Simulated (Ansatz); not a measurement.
An Ansatz (an electronic-structure program) run: BeO with a change (pressure 0.3 GPa); plane-wave PAW DFT at the PBE level (Ansatz, 420 eV), no spin-orbit coupling, earlier PAW set.

Input:

Ansatz 0.2 input:
```yaml
crystal:
  lattice:
    - [2.711662875, 0, 0]
    - [-1.3558314375, 2.3483689363, 0]
    - [0, 0, 4.4042939851]
  atoms:
    - { symbol: Be, position: [0.6666666667, 0.3333333333, 0.0014880089] }
    - { symbol: Be, position: [0.3333333333, 0.6666666667, 0.5014880089] }
    - { symbol: O, position: [0.6666666667, 0.3333333333, 0.6237119911] }
    - { symbol: O, position: [0.3333333333, 0.6666666667, 0.1237119911] }
basis: { ecutwfc: 420, ecutrho_ratio: 4, xc_grid: 2, fft_grid_basis: typed }
kpoints: { mp_grid: { grid: [14, 14, 8] } }
hamiltonian:
  xc: pbe
  dispersion: none
  pseudopotentials: { azcp: { folder: ./paw }, kind: paw }
scf: { occupations: { method: fermi_dirac, width: 0.05 } }
relax: { f_tol: 0.01, max_steps: 60, cell: { stress_tol: 0.02, p_target: 0.3 } }
output: { forces: true, stress: true }
checkpoint: { write: state.ck, write_every: 1000 }
```

Output (explanatory and most iteration lines left out):

```
Relaxation: its limit of steps is 60 (relax.max_steps)
Pseudopotential: Be, paw, valence charge 2
Pseudopotential: O, paw, valence charge 6
Crystal: 4 atoms, lattice volume = 28.046 Å³
Basis set: ecut = 420 eV, 549 PW (Γ), exchange–correlation on 40×40×60 points (8 copies of the dense FFT grid, shifted against one another)
Bands: 12, of which v1, the nominal top of the filled ones, is band 8 counted from 1 (7 counted from 0)
Symmetry: 12 space group operations
Space group: P63mc (ITA 186), of the structure as read, at distance tolerance 3.0e-5 Å
k-points: 120 of 1568 (time reversal used)
Functional: x = pbe(κ = 0.804, μ = 0.2195149727645171), c = pbe(β = 0.06672455060314922)
SCF iter   1: F=—  HF=-1327.404924 eV  |F-HF|=—  |Δ(HF+E_count)|=         —  Δρ=1.24e-1  dr2=3.90e0  ethr=3.10e-3  ⟨swp⟩=6.3  Hψ=8870  notcnv=0
SCF iter   2: F=—  HF=-1326.512981 eV  |F-HF|=—  |Δ(HF+E_count)|=   8.92e-1  Δρ=6.37e-2  dr2=5.16e-1  ethr=3.10e-3  ⟨swp⟩=2.4  Hψ=3909  notcnv=0
SCF 1 converged in 7 iterations: F = -1326.418756 eV  dr2 = 4.45e-10
relax step   1: F+E_penalty+E_count = -1326.41875641 eV  Δ(F+E_penalty+E_count) = +0.000e0 eV  max|allowed force component| = 9.860e-6 eV/Å  Δτ_max = 0.0000 Å  P = -0.003 GPa  Ω = 28.046 Å³  (7 SCF iters, dr2 threshold 1.00e-7 eV, accepted)
[... steps on the carried basis left out ...]
relax step   4: F+E_penalty+E_count = -1326.41874501 eV  Δ(F+E_penalty+E_count) = +9.997e-5 eV  max|allowed force component| = 1.353e-4 eV/Å  Δτ_max = 0.0000 Å  P = +0.292 GPa  Ω = 28.007 Å³  stress off target by 8.66e-3 GPa  SCF on the basis re-selected at this cell (its energy is not comparable with the rows above)  (6 SCF iters)
SCF converged after 6 iterations
Free energy (F): -1326.418745 eV
Internal energy: -1326.418745 eV  (E = F + TS)
E sigma→0 (E₀):  -1326.418745 eV
Fermi energy:    9.523362 eV
--- Forces (eV/Å), atoms counted from 1 ---
  atom   1  Be     0.00000000     0.00000000    -0.00014598
  atom   2  Be     0.00000000    -0.00000000    -0.00014598
  atom   3  O      0.00000000    -0.00000000     0.00012466
  atom   4  O      0.00000000     0.00000000     0.00012466
--- Stress (GPa, compression-positive) ---
        0.292596       0.000000       0.000000
        0.000000       0.292596       0.000000
        0.000000       0.000000       0.291337
  P = ⅓ Tr σ = 0.2922 GPa (2.922 kbar)
--- Relaxed structure (3 steps of the walk, 3 accepted, 1 SCFs on fresh bases) ---
  cell:  # Å, volume = 28.0071 Å³
    - [2.7104029676240606, 2.3312970170986767e-20, 4.715651322715666e-20]
    - [-1.3552014838120303, 2.347277824455168, -2.3578256613578428e-20]
    - [7.659180257147618e-20, 4.094700110035824e-33, 4.4022010661229825]
  atoms:
    - { symbol: Be, position: [0.6666666666666666, 0.3333333333333333, 0.0014879730866536186] }
    - { symbol: Be, position: [0.3333333333333333, 0.6666666666666666, 0.5014879730866537] }
    - { symbol: O, position: [0.6666666666666666, 0.3333333333333333, 0.6237120269133463] }
    - { symbol: O, position: [0.3333333333333333, 0.6666666666666666, 0.1237120269133464] }
```

Load acts through the strain it causes; cell and atoms are relaxed under it. Whether these cells are dynamically stable was not tested. The cell was made from BeO in the wurtzite structure (space group P6_3mc, No. 186) by this change: pressure 0.3 GPa.
